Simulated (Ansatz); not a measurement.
# ZrO2 (P4_2/nmc): what a change of settings does

```
Zr O
1.0
     3.58448    0.00000    0.00000
     0.00000    3.58448    0.00000
     0.00000    0.00000    5.17717
Zr O
2 4
Direct
  0.00000 0.00000 0.00000
  0.50000 0.50000 0.50000
  0.00000 0.50000 0.20148
  0.00000 0.50000 0.70148
  0.50000 0.00000 0.29852
  0.50000 0.00000 0.79852
```

Level of theory, where no other is named: PBEsol, PAW on Ansatz 0.2.0's default frozen-core files (fitted under PBE), scalar-relativistic. k mesh 6×6×4, fixed occupations, cutoff 420 eV. The cell was relaxed by PAW under this functional.

With these settings the run gives a highest phonon of 639.6 cm⁻¹ on a 1×1×1 q mesh (linear response, no LO-TO term).

(1) The run is repeated in the same cell with kpoints.mp_grid.shift from its default to [0.5, 0.5, 0.5]. What moves, and by how much?

Answers

(1) highest phonon: -0.01 %; largest phonon shift: +0.2 cm⁻¹.

Caveats: frozen-core PAW files fitted under PBE, their cores solved anew for the functional of the run; zone-boundary modes aren't tested; this form is stable only when hot or under pressure; cold crystals distort or take another structure.
